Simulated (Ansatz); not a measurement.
A plane-wave DFT run in Ansatz 0.2.0 (scalar-relativistic PAW potentials unless the input names others): input and command.

```yaml
crystal:
  lattice:
    - [4.7121766311, 0.0, 0.0]
    - [0.0, 9.7035371733, 0.0]
    - [0.0, 0.0, 3.0257116887]
  atoms:
    - { symbol: Al, position: [0.4143112026, 0.3308329551, 0.5] }
    - { symbol: Al, position: [0.5856887974, 0.6691670449, 0.5] }
    - { symbol: Al, position: [0.9143112026, 0.1691670449, 0.0] }
    - { symbol: Al, position: [0.0856887974, 0.8308329551, 0.0] }
    - { symbol: O, position: [0.7309774651, 0.2222781907, 0.5] }
    - { symbol: O, position: [0.0, 0.0, 0.0] }
    - { symbol: O, position: [0.7690225349, 0.7222781907, 0.0] }
    - { symbol: O, position: [0.2309774651, 0.2777218093, 0.0] }
    - { symbol: O, position: [0.2690225349, 0.7777218093, 0.5] }
    - { symbol: O, position: [0.5, 0.5, 0.5] }
basis:
  ecutwfc: "120 eV"
kpoints:
  mp_grid: { grid: [6, 4, 8] }
hamiltonian:
  xc: pbe
scf:
  occupations: { method: gaussian, width: 0.05 }
  max_iter: 50
output:
  forces: true
  eigenvalues: true
  stress: true
```

```bash
ansatz run input.yaml --threads 2 --pin off --max-ram 5120MiB --backend cpu --events-out ev --progress --plain --runs-dir out
```

Abridged log:
```
Pseudopotentials: kind: paw
Pseudopotential: Al, paw, valence charge 3, recommended cutoff 420 eV (normal)
Pseudopotential: O, paw, valence charge 6, recommended cutoff 420 eV (normal)
Functional definition: PBE
Crystal: 10 atoms, lattice volume = 138.350 Å³
Basis set: ecut = 120 eV, 409 PW (Γ), exchange–correlation on 36×72×24 points (8 copies of the dense FFT grid, shifted against one another)
Bands: 34, of which v1, the nominal top of the filled ones, is band 24 counted from 1 (23 counted from 0)
Symmetry: 8 space group operations
Space group: Pnnm (ITA 58), of the structure as read, at distance tolerance 5.2e-5 Å
k-points: 60 of 192
Initial density: superposition of atomic densities (neutral atoms: chi_scale 0, normalization atom), corrected by the library's trained network
Initial wavefunctions: pseudopotential atomic-orbital guess
Functional: x = pbe(κ = 0.804, μ = 0.21951497), c = pbe(β = 0.06672455)
SCF iter   1: F=—  HF=-5418.362731 eV  |F-HF|=—  |Δ(HF+E_count)|=         —  Δρ=3.93e-1  dr2=1.28e2  ethr=1.77e-3  ⟨swp⟩=7.5  Hψ=10921  notcnv=0  defer=39
SCF iter   2: F=—  HF=-5384.938031 eV  |F-HF|=—  |Δ(HF+E_count)|=    3.34e1  Δρ=2.02e-1  dr2=5.71e1  ethr=1.77e-3  ⟨swp⟩=4.5  Hψ=6519  notcnv=0  defer=238
SCF iter   3: F=—  HF=-5359.854512 eV  |F-HF|=—  |Δ(HF+E_count)|=    2.51e1  Δρ=4.86e-2  dr2=1.97e0  ethr=1.77e-3  ⟨swp⟩=3.5  Hψ=5614  notcnv=0  defer=159
automatic band count: iteration 3 solves 32 bands in place of 34: the levels show a gap, and the empty bands left out lie too high to hold charge; the band table lists the bands solved (type scf.n_extra_bands for more)
SCF iter   4: F=—  HF=-5359.486311 eV  |F-HF|=—  |Δ(HF+E_count)|=   3.68e-1  Δρ=1.77e-2  dr2=4.94e-1  ethr=1.77e-3  ⟨swp⟩=2.3  Hψ=3779  notcnv=0  defer=100
automatic band count: iteration 4 solves 31 bands in place of 32: the levels show a gap, and the empty bands left out lie too high to hold charge; the band table lists the bands solved (type scf.n_extra_bands for more)
SCF iter   5: F=—  HF=-5359.312958 eV  |F-HF|=—  |Δ(HF+E_count)|=   1.73e-1  Δρ=4.84e-3  dr2=3.52e-2  ethr=1.03e-3  ⟨swp⟩=2.5  Hψ=3127  notcnv=0  defer=50
automatic band count: iteration 5 solves 30 bands in place of 31: the levels show a gap, and the empty bands left out lie too high to hold charge; the band table lists the bands solved (type scf.n_extra_bands for more)
SCF iter   6: F=—  HF=-5359.300181 eV  |F-HF|=—  |Δ(HF+E_count)|=   1.28e-2  Δρ=2.31e-4  dr2=8.17e-5  ethr=7.33e-5  ⟨swp⟩=2.0  Hψ=3365  notcnv=0  defer=63
SCF iter   7: F=—  HF=-5359.294587 eV  |F-HF|=—  |Δ(HF+E_count)|=   5.59e-3  Δρ=9.61e-5  dr2=1.37e-5  ethr=1.70e-7  ⟨swp⟩=2.0  Hψ=3134  notcnv=0  defer=28
automatic band count: iteration 7 solves 29 bands in place of 30: the levels show a gap, and the empty bands left out lie too high to hold charge; the band table lists the bands solved (type scf.n_extra_bands for more)
SCF iter   8: F=—  HF=-5359.294584 eV  |F-HF|=—  |Δ(HF+E_count)|=   2.56e-6  Δρ=1.62e-5  dr2=3.51e-7  ethr=2.85e-8  ⟨swp⟩=2.2  Hψ=2804  notcnv=0  defer=28
SCF iter   9: F=—  HF=-5359.294584 eV  |F-HF|=—  |Δ(HF+E_count)|=   4.19e-8  Δρ=7.81e-6  dr2=1.03e-7  ethr=2.08e-10  ⟨swp⟩=8.8  Hψ=7659  notcnv=0
SCF iter  10: F=-5359.294584 eV  HF=-5359.294584 eV  |F-HF|=2.73e-11  |Δ(HF+E_count)|=   3.02e-8  Δρ=4.36e-7  dr2=3.77e-10  ethr=2.08e-10  ⟨swp⟩=4.0  Hψ=5358  notcnv=0
SCF 1 converged in 10 iterations: F = -5359.294584 eV  dr2 = 3.77e-10
SCF converged after 10 iterations
Free energy (F): -5359.294584 eV
Harris-Foulkes:  -5359.294584 eV  (|F-HF|=2.73e-11)
Internal energy: -5359.294584 eV  (E = F + TS)
E sigma→0 (E₀):  -5359.294584 eV
Fermi energy:    4.630158 eV
--- Forces (eV/Å), atoms counted from 1 ---
  atom   1  Al    -0.16260306    -0.62985188     0.00000000
  atom   2  Al     0.16260306     0.62985188     0.00000000
  atom   3  Al    -0.16260306     0.62985188     0.00000000
  atom   4  Al     0.16260306    -0.62985188     0.00000000
  atom   5  O      0.39231805     0.06142481     0.00000000
  atom   6  O      0.00000000     0.00000000     0.00000000
  atom   7  O     -0.39231805     0.06142481     0.00000000
  atom   8  O      0.39231805    -0.06142481     0.00000000
  atom   9  O     -0.39231805    -0.06142481     0.00000000
  atom  10  O      0.00000000     0.00000000     0.00000000
--- Stress (GPa, compression-positive) ---
      -19.653532       0.000000       0.000000
        0.000000     -19.052451       0.000000
        0.000000       0.000000     -26.124784
  P = ⅓ Tr σ = -21.6103 GPa (-216.103 kbar)
```

Task: What is wrong with this input?

Result: The fault is a cutoff far too low (basis.ecutwfc: 420 → "120 eV", the first being the value of the sound run). Setting it back cures it. The log, from which this was withheld above, says: «Warning: basis.ecutwfc = 120 eV is below the records' recommended 420 eV, and the density's cutoff is lower with it unless basis.ecutrho_ratio is high enough to keep the records' density cutoff: compare with a run at a higher cutoff» The run converged all the same, with an energy at zero smearing 21.0 eV/atom above the reference's, pressure -21.61 GPa, largest force 0.651 eV/Å, gap on the mesh 1.37 eV, so convergence alone doesn't show that an input is right. A reference run from the same start on usual settings converged with pressure -1.26 GPa, largest force 0.053 eV/Å, gap on the mesh 3.35 eV.

The run took 6.9 s on 2 threads of Intel(R) Xeon(R) Processor @ 2.50GHz (Skylake/Cascade Lake), on a shared host, peak memory 0.33 GiB.